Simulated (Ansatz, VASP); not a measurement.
ZnSe in VASP and in Ansatz

```
Zn Se
1.0
     0.00000    2.75921    2.75921
     2.75921    0.00000    2.75921
     2.75921    2.75921    0.00000
Zn Se
1 1
Direct
  0.00000 0.00000 0.00000
  0.75000 0.75000 0.75000
```

Alike in both runs: functional LDA; k mesh 8 × 8 × 8; no spin polarisation.

Ansatz relaxed the structure, and its values are those at the end. VASP's run is a single point on that final structure, the one shown.

|  | VASP | Ansatz |
| --- | --- | --- |
| version | VASP 6.6.1 | Ansatz 0.2.0 |
| potentials or method | VASP PAW LDA potentials, release 64 (Zn, Se) | PAW with Ansatz's default frozen-core files, scalar-relativistic |
| plane-wave cutoff (eV) | 520 | 420 |
| occupations | gaussian, width 0.01 eV | fixed |
| valence electrons in the cell | 18 | 28 |

```csv
,VASP,Ansatz,Ansatz less VASP
gap on the k mesh at the Fermi level (eV),1.40,1.36,-0.042
pressure (GPa),2.4,2.0,-0.41
```

The two sets of potentials don't hold the same shells in valence.
